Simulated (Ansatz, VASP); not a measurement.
# Cross-check of SiGeO4 between VASP and Ansatz, part 2 of 2

One calculation is typed for both programs; each brings its own data sets. How far apart do they land? The cell is generated by rule, not measured, and may not be a known phase. The cell is taken from a series of runs on this material, whose earlier steps may have relaxed, scaled, displaced or heated it; both programs get it as it stands.

VASP 6.6.1 and Ansatz 0.2.0.

So far: Starting point; Ansatz: zone-centre phonons, PBEsol.

## Step 3: VASP: zone-centre phonons, PBEsol

Level of this step: PBEsol; plane waves and PAW (Si, Ge_d, O); invented cell (VASP).

The same cell, functional and mesh now go to VASP, with its own data sets.

Lines of VASP's logs that name or quote its potential files are left out, and so is its time.

INCAR reads:

```
SYSTEM = SiGeO4
PREC = Accurate
ENCUT = 600
EDIFF = 1E-08
NELM = 120
ISMEAR = 0
SIGMA = 0.01
LREAL = .FALSE.
ALGO = Normal
GGA = PS
NBANDS = 27
LORBIT = 11
LWAVE = .FALSE.
LCHARG = .FALSE.
ISIF = 2
IBRION = 8
LASPH = .TRUE.
GGA_COMPAT = .FALSE.
EFERMI = MIDGAP
KPAR = 2
```

POSCAR reads:

```
SiGeO4
1.0
    0.0000000000      3.8379174859      3.8379174859
    3.8379174859      0.0000000000      3.8379174859
    3.8379174859      3.8379174859      0.0000000000
Si Ge O
1 1 4
Direct
    0.0000000000      0.0000000000      0.0000000000
    0.2500000000      0.2500000000      0.2500000000
    0.1209006003      0.1209006003      0.1209006003
    0.6372981992      0.1209006003      0.1209006003
    0.1209006003      0.1209006003      0.6372981992
    0.1209006003      0.6372981992      0.1209006003
```

KPOINTS reads:

```
Automatic mesh
0
Gamma
4 4 4
0 0 0
```

The projector-augmented-wave data sets are Si, Ge_d and O (PBE family, release 64).

Run with:

```bash
$ mpirun -np 2 vasp_std
```

Numbers of over 12 decimals in the logs are rounded to 6 here.

Log:

```text
[banner, memory and clock lines left out]
running    2 mpi-ranks, on    1 nodes
 distrk:  each k-point on    1 cores,    2 groups
 distr:  one band on    1 cores,    1 groups

 POSCAR found type information on POSCAR SiGeO
 POSCAR found :  3 types and       6 ions
|                                                                             |
|               ----> ADVICE to this user running VASP <----                  |
|                                                                             |
|     You enforced a specific xc type in the INCAR file but a different       |
|     [... a line on the potential file left out ...]
|     I HOPE YOU KNOW WHAT YOU ARE DOING!                                     |
|                                                                             |

 LDA part: xc-table for (Slater+PW92), standard interpolation
 POSCAR, INCAR and KPOINTS ok, starting setup
 FFT: planning ... GRIDC
 FFT: planning ... GRID_SOFT
 FFT: planning ... GRID
 WAVECAR not read
 entering main loop
       N       E                     dE             d eps       ncg     rms          rms(c)
DAV:   1     0.457056161428E+03    0.45706E+03   -0.22702E+04   554   0.270E+03
DAV:   2     0.128135608571E+02   -0.44424E+03   -0.42799E+03   556   0.797E+02
DAV:   3    -0.478055697825E+02   -0.60619E+02   -0.60392E+02   476   0.182E+02
DAV:   4    -0.511479157275E+02   -0.33423E+01   -0.33384E+01   573   0.518E+01
DAV:   5    -0.512318902874E+02   -0.83975E-01   -0.83929E-01   560   0.724E+00    0.185E+01
DAV:   6    -0.445946860218E+02    0.66372E+01   -0.24245E+01   637   0.107E+02    0.733E+00
DAV:   7    -0.446077832567E+02   -0.13097E-01   -0.18554E+00   482   0.786E+00    0.372E+00
DAV:   8    -0.445687031322E+02    0.39080E-01   -0.19815E-01   674   0.547E+00    0.722E-01
DAV:   9    -0.445656869436E+02    0.30162E-02   -0.55116E-02   631   0.281E+00    0.249E-01
DAV:  10    -0.445699277635E+02   -0.42408E-02   -0.44178E-03   509   0.634E-01    0.112E-01
DAV:  11    -0.445710135006E+02   -0.10857E-02   -0.57118E-04   466   0.176E-01    0.539E-02
DAV:  12    -0.445712740937E+02   -0.26059E-03   -0.23552E-04   526   0.170E-01    0.188E-02
DAV:  13    -0.445712820055E+02   -0.79118E-05   -0.19416E-05   516   0.390E-02    0.162E-02
DAV:  14    -0.445712819608E+02    0.44753E-07   -0.99046E-06   531   0.269E-02    0.223E-03
DAV:  15    -0.445712820403E+02   -0.79508E-07   -0.55567E-07   645   0.713E-03    0.166E-03
DAV:  16    -0.445712820438E+02   -0.35689E-08   -0.36314E-08   465   0.213E-03
   1 F= -.44571282E+02 E0= -.44571282E+02  d E =0.000000E+00
 Linear response reoptimize wavefunctions to high precision
DAV:   1    -0.445712820443E+02   -0.46384E-09   -0.99565E-09   415   0.794E-04
DAV:   2    -0.445712820445E+02   -0.22374E-09   -0.10667E-09   372   0.275E-04
DAV:   3    -0.445712820446E+02   -0.21828E-10   -0.20585E-10   267   0.127E-04
 Linear response DOF=           3
 Linear response progress:
  Degree of freedom:   1/  3
       N       E                     dE             d eps       ncg     rms          rms(c)
RMM:   1    -0.447490105720E-01   -0.44749E-01    0.13313E-02  2251   0.225E+00
RMM:   2    -0.257398575876E-01    0.19009E-01   -0.97584E-03  1905   0.605E-01    0.264E-01
RMM:   3    -0.248340411261E-01    0.90582E-03   -0.84685E-04  1955   0.212E-01    0.152E-01
RMM:   4    -0.244033009400E-01    0.43074E-03   -0.31050E-04  1980   0.145E-01    0.241E-02
RMM:   5    -0.243666003559E-01    0.36701E-04    0.66580E-05  1977   0.351E-02    0.104E-02
RMM:   6    -0.243484525529E-01    0.18148E-04   -0.18380E-05  1912   0.223E-02    0.396E-03
RMM:   7    -0.243451795397E-01    0.32730E-05    0.19815E-05  1959   0.704E-03    0.169E-03
RMM:   8    -0.243529450512E-01   -0.77655E-05   -0.41436E-06  1958   0.316E-03    0.516E-04
RMM:   9    -0.243523551719E-01    0.58988E-06    0.14082E-06  1967   0.124E-03    0.253E-04
RMM:  10    -0.243530029034E-01   -0.64773E-06    0.41537E-07  1967   0.452E-04    0.436E-05
RMM:  11    -0.243530478846E-01   -0.44981E-07    0.35471E-07  2044   0.153E-04    0.141E-05
RMM:  12    -0.243529887542E-01    0.59130E-07    0.50164E-08  2051   0.760E-05    0.674E-06
RMM:  13    -0.243529800687E-01    0.86855E-08   -0.63696E-08  2049   0.294E-05    0.259E-06
 first order change of Fermi-energy  -0.10259E-05
 force on displaced ion       1 direction 1 : -44.849   0.000  -0.000
 Linear response progress:
  Degree of freedom:   2/  3
       N       E                     dE             d eps       ncg     rms          rms(c)
RMM:   1    -0.193111007325E+00   -0.19311E+00    0.98552E+00  1135   0.644E+01
RMM:   2    -0.196441426930E+00   -0.33304E-02   -0.21619E-02  1757   0.105E+00    0.162E-01
RMM:   3    -0.195534378668E+00    0.90705E-03   -0.23096E-03  1936   0.319E-01    0.101E-01
RMM:   4    -0.194400337812E+00    0.11340E-02   -0.87976E-04  1920   0.194E-01    0.140E-02
RMM:   5    -0.194350554353E+00    0.49783E-04   -0.26180E-04  2121   0.536E-02    0.960E-03
RMM:   6    -0.194360227478E+00   -0.96731E-05   -0.11282E-04  1893   0.206E-02    0.190E-03
RMM:   7    -0.194359501626E+00    0.72585E-06   -0.60762E-05  2019   0.770E-03    0.922E-04
RMM:   8    -0.194365099786E+00   -0.55982E-05   -0.38951E-05  1950   0.376E-03    0.269E-04
RMM:   9    -0.194362534873E+00    0.25649E-05   -0.13914E-05  2053   0.133E-03    0.123E-04
RMM:  10    -0.194362546098E+00   -0.11225E-07   -0.79753E-06  2017   0.601E-04    0.394E-05
RMM:  11    -0.194362168235E+00    0.37786E-06   -0.49605E-06  2161   0.259E-04    0.126E-05
RMM:  12    -0.194362109245E+00    0.58990E-07   -0.37087E-06  2111   0.117E-04    0.567E-06
RMM:  13    -0.194361900867E+00    0.20838E-06   -0.13446E-06  2179   0.645E-05    0.147E-06
RMM:  14    -0.194361799269E+00    0.10160E-06   -0.30799E-07  2263   0.390E-05    0.888E-07
RMM:  15    -0.194361808125E+00   -0.88558E-08   -0.36713E-07  2150   0.255E-05    0.352E-07
RMM:  16    -0.194361806875E+00    0.12501E-08   -0.32254E-07  1770   0.194E-05    0.203E-07
RMM:  17    -0.194361805088E+00    0.17872E-08   -0.33321E-07  1599   0.167E-05    0.832E-08
 first order change of Fermi-energy  -0.47555E-05
 force on displaced ion       2 direction 1 : -37.384  -0.000  -0.000
 Linear response progress:
  Degree of freedom:   3/  3
       N       E                     dE             d eps       ncg     rms          rms(c)
RMM:   1    -0.382040187520E+00   -0.38204E+00    0.28235E-01  2654   0.392E+00
RMM:   2    -0.371242295564E+00    0.10798E-01   -0.13315E-02  2338   0.745E-01    0.255E-01
RMM:   3    -0.372414230173E+00   -0.11719E-02   -0.26807E-03  2505   0.316E-01    0.132E-01
RMM:   4    -0.374286205687E+00   -0.18720E-02   -0.15141E-03  2661   0.201E-01    0.345E-02
RMM:   5    -0.374322882963E+00   -0.36677E-04   -0.56583E-05  2554   0.546E-02    0.147E-02
RMM:   6    -0.374366380140E+00   -0.43497E-04   -0.10102E-05  2654   0.204E-02    0.353E-03
RMM:   7    -0.374367543440E+00   -0.11633E-05   -0.18138E-06  2588   0.107E-02    0.150E-03
RMM:   8    -0.374359693999E+00    0.78494E-05    0.20431E-06  2650   0.277E-03    0.715E-04
RMM:   9    -0.374359608289E+00    0.85710E-07    0.82926E-08  2550   0.163E-03    0.277E-04
RMM:  10    -0.374359966484E+00   -0.35819E-06   -0.32939E-08  2707   0.547E-04    0.862E-05
RMM:  11    -0.374360229562E+00   -0.26308E-06    0.10276E-07  2619   0.261E-04    0.248E-05
RMM:  12    -0.374360216855E+00    0.12707E-07    0.11937E-07  2747   0.118E-04    0.103E-05
RMM:  13    -0.374360217685E+00   -0.83014E-09   -0.87181E-09  2723   0.614E-05    0.553E-06
 first order change of Fermi-energy   0.40597E+00
 force on displaced ion       3 direction 1 : -21.356 -18.882 -18.882
 Linear response finished
```

Parts of OUTCAR (step 3):

```text
ion  position               nearest neighbor table
   1  0.000  0.000  0.000-   4 1.61   5 1.61   6 1.61   3 1.61
   2  0.250  0.250  0.250-   3 1.72   4 1.72   5 1.72   6 1.72
   3  0.121  0.121  0.121-   1 1.61   2 1.72
   4  0.637  0.121  0.121-   1 1.61   2 1.72
   5  0.121  0.121  0.637-   1 1.61   2 1.72
   6  0.121  0.637  0.121-   1 1.61   2 1.72

  LATTYP: Found a face centered cubic cell.
 ALAT       =     7.6758349718

 Subroutine GETGRP returns: Found 24 space group operations
 (whereof 24 operations were pure point group operations)

The static configuration has the point symmetry T_d .

 Found      8 irreducible k-points:

   k-points           NKPTS =      8   k-points in BZ     NKDIM =      8   number of bands    NBANDS=     27

   dimension x,y,z NGX =    48 NGY =   48 NGZ =   48
   dimension x,y,z NGXF=    96 NGYF=   96 NGZF=   96

   ENCUT  =  600.0 eV  44.10 Ry    6.64 a.u.  10.84 10.84 10.84*2*pi/ulx,y,z

   NELECT =      42.0000    total number of electrons

 k-points in reciprocal lattice and weights: Automatic mesh
   0.00000000  0.00000000  0.00000000       0.016
   0.25000000  0.00000000  0.00000000       0.125
   0.50000000  0.00000000  0.00000000       0.062
   0.25000000  0.25000000  0.00000000       0.094
   0.50000000  0.25000000  0.00000000       0.375
  -0.25000000  0.25000000  0.00000000       0.188
   0.50000000  0.50000000  0.00000000       0.047
  -0.25000000  0.50000000  0.25000000       0.094

 average (electrostatic) potential at core
       1 -88.9403       2 -79.2795       3 -75.0247       4 -75.0247       5 -75.0247
       6 -75.0247

  Total        0.1886793      0.1886793      0.1886793      0.0000000      0.0000000      0.0000000
  in kB        2.6737331      2.6737331      2.6737331      0.0000000      0.0000000      0.0000000
  external PRESSURE =       2.6737331 kB  Pullay stress =       0.0000000 kB

  energy-cutoff  :      600.00
  volume of cell :      113.06
      direct lattice vectors                 reciprocal lattice vectors
     0.000000000  3.837917486  3.837917486    -0.130278986  0.130278986  0.130278986
     3.837917486  0.000000000  3.837917486     0.130278986 -0.130278986  0.130278986
     3.837917486  3.837917486  0.000000000     0.130278986  0.130278986 -0.130278986

 POSITION                                       TOTAL-FORCE (eV/Angst)
 -----------------------------------------------------------------------------------
      0.00000      0.00000      0.00000        -0.000000     -0.000000     -0.000000
      1.91896      1.91896      1.91896        -0.000000     -0.000000     -0.000000
      0.92801      0.92801      0.92801         0.082923      0.082923      0.082923
      0.92801      2.90990      2.90990         0.082923     -0.082923     -0.082923
      2.90990      2.90990      0.92801        -0.082923     -0.082923      0.082923
      2.90990      0.92801      2.90990        -0.082923      0.082923     -0.082923
 -----------------------------------------------------------------------------------
    total drift:                                0.000000      0.000000      0.000001

 Eigenvectors and eigenvalues of the dynamical matrix
 ----------------------------------------------------

   1 f  =   34.422728 THz   216.284377 2PiTHz 1148.218601 cm-1   142.360899 meV
             X         Y         Z           dx          dy          dz
      0.000000  0.000000  0.000000    -0.000000    0.000000   -0.000000
      1.918959  1.918959  1.918959    -0.000000    0.000000   -0.000000
      0.928013  0.928013  0.928013     0.288675    0.288675    0.288675
      0.928013  2.909904  2.909904     0.288675   -0.288675   -0.288675
      2.909904  2.909904  0.928013    -0.288675   -0.288675    0.288675
      2.909904  0.928013  2.909904    -0.288675    0.288675   -0.288675

   2 f  =   31.768788 THz   199.609184 2PiTHz 1059.692715 cm-1   131.385093 meV
             X         Y         Z           dx          dy          dz
      0.000000  0.000000  0.000000    -0.284640    0.003280    0.345224
      1.918959  1.918959  1.918959    -0.090858    0.001047    0.110197
      0.928013  0.928013  0.928013    -0.066764   -0.038047   -0.003941
      0.928013  2.909904  2.909904     0.352046   -0.380109   -0.346003
      2.909904  2.909904  0.928013     0.348105    0.376822   -0.342062
      2.909904  0.928013  2.909904    -0.062823    0.034760   -0.000000

   3 f  =   31.768788 THz   199.609184 2PiTHz 1059.692715 cm-1   131.385093 meV
             X         Y         Z           dx          dy          dz
      0.000000  0.000000  0.000000    -0.211935   -0.354860   -0.171371
      1.918959  1.918959  1.918959    -0.067651   -0.113273   -0.054702
      0.928013  0.928013  0.928013     0.422402    0.408147    0.426448
      0.928013  2.909904  2.909904    -0.209989    0.153457    0.171758
      2.909904  2.909904  0.928013     0.216460    0.202204   -0.254690
      2.909904  0.928013  2.909904    -0.004046   -0.052486    0.000000

   4 f  =   31.768788 THz   199.609184 2PiTHz 1059.692715 cm-1   131.385093 meV
             X         Y         Z           dx          dy          dz
      0.000000  0.000000  0.000000    -0.272532    0.272532   -0.227294
      1.918959  1.918959  1.918959    -0.086993    0.086993   -0.072553
      0.928013  0.928013  0.928013     0.109391    0.163756    0.113903
      0.928013  2.909904  2.909904     0.163756   -0.163756   -0.213609
      2.909904  2.909904  0.928013    -0.163756   -0.109391    0.113903
      2.909904  0.928013  2.909904     0.436903   -0.436903    0.441415

   5 f  =   17.508898 THz   110.011649 2PiTHz  584.033963 cm-1    72.410950 meV
             X         Y         Z           dx          dy          dz
      0.000000  0.000000  0.000000    -0.118999    0.023910    0.770796
      1.918959  1.918959  1.918959     0.080320   -0.016138   -0.520262
      0.928013  0.928013  0.928013     0.117093    0.099439    0.007175
      0.928013  2.909904  2.909904    -0.123757    0.135504    0.043240
      2.909904  2.909904  0.928013    -0.116511   -0.134164    0.035994
      2.909904  0.928013  2.909904     0.109846   -0.098100   -0.000071

   6 f  =   17.508898 THz   110.011649 2PiTHz  584.033963 cm-1    72.410950 meV
             X         Y         Z           dx          dy          dz
      0.000000  0.000000  0.000000    -0.612952   -0.476205   -0.079858
      1.918959  1.918959  1.918959     0.413722    0.321422    0.053902
      0.928013  0.928013  0.928013    -0.101427   -0.118319   -0.167280
      0.928013  2.909904  2.909904     0.067098    0.067447    0.018486
      2.909904  2.909904  0.928013    -0.077224   -0.094117    0.162808
      2.909904  0.928013  2.909904     0.042895    0.091649   -0.022958

   7 f  =   17.508898 THz   110.011649 2PiTHz  584.033963 cm-1    72.410950 meV
             X         Y         Z           dx          dy          dz
      0.000000  0.000000  0.000000     0.467961   -0.617670    0.091406
      1.918959  1.918959  1.918959    -0.315858    0.416907   -0.061696
      0.928013  0.928013  0.928013    -0.066643    0.067466   -0.020126
      0.928013  2.909904  2.909904     0.092851   -0.074357   -0.161950
      2.909904  2.909904  0.928013    -0.094345    0.039764    0.025246
      2.909904  0.928013  2.909904     0.120553   -0.102060    0.167069

   8 f  =    8.785170 THz    55.198851 2PiTHz  293.041725 cm-1    36.332527 meV
             X         Y         Z           dx          dy          dz
      0.000000  0.000000  0.000000     0.058823   -0.050838   -0.119507
      1.918959  1.918959  1.918959     0.211124   -0.182466   -0.428930
      0.928013  0.928013  0.928013    -0.366912    0.030104    0.278714
      0.928013  2.909904  2.909904     0.103391   -0.132299    0.116311
      2.909904  2.909904  0.928013    -0.036967    0.360049    0.256669
      2.909904  0.928013  2.909904    -0.226554    0.197646    0.419072

   9 f  =    8.785170 THz    55.198851 2PiTHz  293.041725 cm-1    36.332527 meV
             X         Y         Z           dx          dy          dz
      0.000000  0.000000  0.000000     0.118139    0.075435    0.026059
      1.918959  1.918959  1.918959     0.424021    0.270750    0.093532
      0.928013  0.928013  0.928013    -0.124520    0.030086    0.208846
      0.928013  2.909904  2.909904    -0.404736   -0.296084   -0.117323
      2.909904  2.909904  0.928013    -0.196468   -0.041862   -0.325591
      2.909904  0.928013  2.909904    -0.332789   -0.368031    0.000578

  10 f  =    8.785170 THz    55.198851 2PiTHz  293.041725 cm-1    36.332527 meV
             X         Y         Z           dx          dy          dz
      0.000000  0.000000  0.000000    -0.053940    0.109779   -0.073250
      1.918959  1.918959  1.918959    -0.193598    0.394016   -0.262905
      0.928013  0.928013  0.928013     0.171250   -0.421480    0.241160
      0.928013  2.909904  2.909904     0.070396   -0.272558    0.390081
      2.909904  2.909904  0.928013     0.373484   -0.219246    0.086993
      2.909904  0.928013  2.909904    -0.131838   -0.070324   -0.061928

  11 f  =    8.437041 THz    53.011492 2PiTHz  281.429397 cm-1    34.892782 meV
             X         Y         Z           dx          dy          dz
      0.000000  0.000000  0.000000    -0.000000    0.000000    0.000000
      1.918959  1.918959  1.918959    -0.000000   -0.000000    0.000000
      0.928013  0.928013  0.928013    -0.407108    0.229963    0.177144
      0.928013  2.909904  2.909904    -0.407108   -0.229963   -0.177144
      2.909904  2.909904  0.928013     0.407108   -0.229963    0.177144
      2.909904  0.928013  2.909904     0.407108    0.229963   -0.177144

  12 f  =    8.437041 THz    53.011492 2PiTHz  281.429397 cm-1    34.892782 meV
             X         Y         Z           dx          dy          dz
      0.000000  0.000000  0.000000    -0.000000    0.000000    0.000000
      1.918959  1.918959  1.918959    -0.000000    0.000000    0.000000
      0.928013  0.928013  0.928013     0.030495    0.337318   -0.367813
      0.928013  2.909904  2.909904     0.030495   -0.337318    0.367813
      2.909904  2.909904  0.928013    -0.030495   -0.337318   -0.367813
      2.909904  0.928013  2.909904    -0.030495    0.337318    0.367813

  13 f/i=    0.006191 THz     0.038902 2PiTHz    0.206524 cm-1     0.025606 meV
             X         Y         Z           dx          dy          dz
      0.000000  0.000000  0.000000     0.044076    0.001147   -0.410683
      1.918959  1.918959  1.918959     0.070813    0.001843   -0.659811
      0.928013  0.928013  0.928013     0.033332    0.000914   -0.310084
      0.928013  2.909904  2.909904     0.033225    0.000926   -0.310073
      2.909904  2.909904  0.928013     0.033225    0.000806   -0.310072
      2.909904  0.928013  2.909904     0.033332    0.000818   -0.310084
    [... 43 further lines ...]
      2.909904  2.909904  0.928013    -0.159333    0.470461    0.311129
      2.909904  0.928013  2.909904     0.159333   -0.168879   -0.328212

 ELASTIC MODULI CONTR FROM IONIC RELAXATION (kBar)
 Direction    XX          YY          ZZ          XY          YZ          ZX
 --------------------------------------------------------------------------------
 XX         -11.7546      1.6394      1.6394      0.0000     -0.0000      0.0000
 YY           1.6394    -11.7546      1.6394      0.0000     -0.0000     -0.0000
 ZZ           1.6394      1.6394    -11.7546     -0.0000      0.0000     -0.0000
 XY           0.0000      0.0000     -0.0000   -630.0017      0.0000      0.0000
 YZ          -0.0000     -0.0000      0.0000      0.0000   -630.0017      0.0000
 ZX           0.0000     -0.0000     -0.0000      0.0000      0.0000   -630.0017
 --------------------------------------------------------------------------------
```

## Step 4: Comparison

Known differences besides the potentials themselves: fixed occupations in Ansatz, narrow Gaussian smearing in VASP; VASP's run holds the zone centre alone; the cutoff is 1142.88 eV in Ansatz and 600 eV in VASP. Total energies have different zeros and are not compared.

Both answers:

| quantity | Ansatz | VASP | difference |
| --- | --- | --- | --- |
| optical mode 1 to 3 (imaginary, printed as negative) (cm⁻¹) | -124.4 | -126.8 | +2.4 |
| optical mode 4 to 5 (cm⁻¹) | 281.3 | 281.4 | -0.05 % |
| optical mode 6 to 8 (cm⁻¹) | 293.4 | 293.0 | +0.14 % |
| optical mode 9 to 11 (cm⁻¹) | 587.3 | 584.0 | +0.55 % |
| optical mode 12 to 14 (cm⁻¹) | 1050.6 | 1059.7 | -0.86 % |
| optical mode 15 (cm⁻¹) | 1144.9 | 1148.2 | -0.29 % |

Modes are paired by rising frequency, not by their patterns, so a pair may set unlike modes beside each other; they are those without the splitting of longitudinal modes.

## Step 5: Summary of results

- r.m.s. difference of the optical zone-centre modes, each program's sorted by frequency (zone-centre phonons, PBEsol): 4.5 cm⁻¹
- difference in optical mode 12 to 14 (zone-centre phonons, PBEsol): -0.9 %

The r.m.s. difference of the optical zone-centre modes, each program's sorted by frequency is 4.5 cm⁻¹ (zone-centre phonons, PBEsol). Among the rows given in per cent, the largest difference of the zone-centre phonons, PBEsol pair is in optical mode 12 to 14, -0.9 %. How closely two codes agree says nothing of how well the functional describes the real material.

[Lines on the potential files, build, host, timing and source positions are cut from VASP's logs without a mark.]

[Logs are printed without paths, hosts, clocks, repeated set-up lines and the standing remarks that a program may print on its own settings, such as how far it seeks lower states.]

[Hosts, paths, dates, database ids (printed as entryN), source tags and the programs' standing remarks are cut or masked in the printed files.]
